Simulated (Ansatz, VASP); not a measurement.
Two plane-wave programs on Ag

The input INCAR:

```
PREC = Accurate ; ENCUT = 520
EDIFF = 1E-6 ; ISMEAR = 0
SIGMA = 0.1 ; LREAL = False
LASPH = True ; NELM = 100
ALGO = Normal ; ISIF = 2
LWAVE = False ; LCHARG = True
GGA = PE ; LELF = True
LVHAR = True ; NBANDS = 30
```

Contents of KPOINTS:

```
regular mesh
0
Gamma
  15 15 4
```

The input POSCAR:

```
Ag
1.0
    2.8861989086      0.0000000000      0.0000000000
   -1.4430994543      2.4995215753      0.0000000000
    0.0000000000      0.0000000000     10.0000000000
Ag
4
Direct
    0.3333333333      0.6666666667      0.2500000000
    0.6666666667      0.3333333333      0.7545000000
    0.0000000000      0.0000000000      0.0000000000
    0.0000000000      0.0000000000      0.5000000000
```

Input for Ansatz:

```yaml
crystal:
  lattice:
    - [2.8861989086, 0.0, 0.0]
    - [-1.4430994543, 2.4995215753, 0.0]
    - [0.0, 0.0, 10.0]
  atoms:
    - { symbol: Ag, position: [0.3333333333, 0.6666666667, 0.25] }
    - { symbol: Ag, position: [0.6666666667, 0.3333333333, 0.7545] }
    - { symbol: Ag, position: [0.0, 0.0, 0.0] }
    - { symbol: Ag, position: [0.0, 0.0, 0.5] }
basis:
  ecutwfc: 420
kpoints:
  mp_grid: { grid: [15, 15, 4] }
hamiltonian:
  xc: pbe
scf:
  occupations: { method: gaussian, width: 0.1 }
output:
  forces: true
  stress: true
  eigenvalues: true
  populations: true
```

Change from the starting cell: one atom moved.

Alike in both runs: task single point; functional PBE; k mesh 15 × 15 × 4; occupations gaussian, width 0.1 eV; no spin polarisation.

```csv
,VASP,Ansatz
version,VASP 6.6.1,Ansatz 0.2.0
potentials or method,"VASP PAW PBE potentials, release 64 (Ag)","scalar-relativistic, plane waves, PAW"
plane-wave cutoff (eV),520,420
valence electrons in the cell,44,76
```

VASP gave:

* gap on the k mesh at the Fermi level (eV): none
* pressure (GPa): -0.6
* largest component of the traceless stress (GPa): 2.82
* rms of the force components (eV/Å): 0.060

Q: What did Ansatz give for the same quantities?

A: gap on the k mesh at the Fermi level (eV): none; pressure (GPa): -0.5; largest component of the traceless stress (GPa): 2.84; rms of the force components (eV/Å): 0.060.

Atom by atom the forces differ by 0.001 eV/Å (rms over components). A gap of «none» marks a metal or a gap that the smearing closes. With one functional, cell and mesh, what is left measures potentials, basis and numerics. The two sets of potentials don't hold the same shells in valence.
